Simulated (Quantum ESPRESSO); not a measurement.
Crystal: Al2Pt.

```
Pt Al
1.0
     0.00000    2.95500    2.95500
     2.95500    0.00000    2.95500
     2.95500    2.95500    0.00000
Pt Al
1 2
Direct
  0.00000 0.00000 0.00000
  0.75000 0.75000 0.75000
  0.25000 0.25000 0.25000
```

```yaml
Program: Quantum ESPRESSO 7.5
Task: phonons
Functional: LDA
Potentials_or_basis: JTH 2.0 LDA
Cutoff: 707 eV
Density_cutoff: 4245 eV
k_mesh: 8 × 8 × 8
Occupations: cold, width 0.136 eV
Spin: no spin polarisation
Form_of_the_LDA_correlation: PW92
Mixing_beta: 0.5
Most_SCF_iterations: 120
SCF_threshold: 6e-10 Ry
```

The cell and the atoms were relaxed first, to 16.68 Å³/atom (a = 4.136 Å, b = 4.136 Å, c = 4.136 Å, α = 60.00°, β = 60.00°, γ = 60.00°), and the response was taken there.

**Question.** What is the highest optical frequency at the zone centre?

**Answer.** 287 cm⁻¹, a mode of symmetry T2g (Raman).

Optical modes at Γ, degenerate ones joined:
```csv
cm⁻¹,components,symmetry,active in
243,3,T1u,IR
287,3,T2g,Raman
```
